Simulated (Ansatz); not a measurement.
CuGaSe2, ordered on the zincblende lattice (P-4m2) with 4 atoms a cell was relaxed with 5 functionals in the PAW code Ansatz, cell and atoms free, the symmetry of the start kept (meshes: PBE 6×6×4, r2SCAN 6×6×4, PBEsol 6×6×4, LDA 6×6×4, HSE06 4×4×4). All values are calculated for a non-magnetic cell, which may be hypothetical.

The r2SCAN result:
```yaml
crystal:
  lattice:
    - [3.93071, 0.00000, 0.00000]
    - [0.00000, 3.93071, 0.00000]
    - [0.00000, 0.00000, 5.64214]
  atoms:
    - { symbol: Cu, position: [0.00000, 0.00000, 0.00000] }
    - { symbol: Se, position: [0.00000, 0.50000, 0.24278] }
    - { symbol: Ga, position: [0.50000, 0.50000, 0.50000] }
    - { symbol: Se, position: [0.50000, 0.00000, 0.75722] }
```

It is tetragonal, P-4m2 (No. 115); conventional cell a = 3.931 Å, c = 5.642 Å, 21.79 Å³ an atom. Cu is surrounded by 4 Se at 2.40 Å; Se is surrounded by 2 Cu at 2.40 Å and 2 Ga at 2.44 Å; Ga is surrounded by 4 Se at 2.44 Å.

**Question.** Order the functionals by the relaxed volume, smallest first.
A. HSE06
B. PBE
C. PBEsol
D. LDA
E. r2SCAN

**Answer.** D (20.81 Å³/atom), C (21.49 Å³/atom), E (21.79 Å³/atom), A (22.16 Å³/atom), B (22.66 Å³/atom).

**Question.** What lattice does PBE give?

**Answer.** a = 3.991 Å, c = 5.689 Å; the volume differs by +4.0 % from r2SCAN's. Cu has 4 Se at 2.42 Å; Se has 2 Cu at 2.42 Å and 2 Ga at 2.48 Å; Ga has 4 Se at 2.48 Å.

**Question.** What lattice does LDA give?

**Answer.** a = 3.885 Å, c = 5.514 Å; the volume differs by -4.5 % from r2SCAN's. Cu is surrounded by 4 Se at 2.34 Å; Se is surrounded by 2 Cu at 2.34 Å and 2 Ga at 2.42 Å; Ga is surrounded by 4 Se at 2.42 Å.

**Question.** Held at the r2SCAN cell, what mean stress do LDA and PBE find, and does its sign point to their own minimum?

**Answer.** Yes. LDA -3.18 GPa, and its relaxed volume is -4.5 % from r2SCAN's; PBE +2.62 GPa, and its relaxed volume is +4.0 % from r2SCAN's. Compression counts positive, so a positive stress asks for a larger cell.
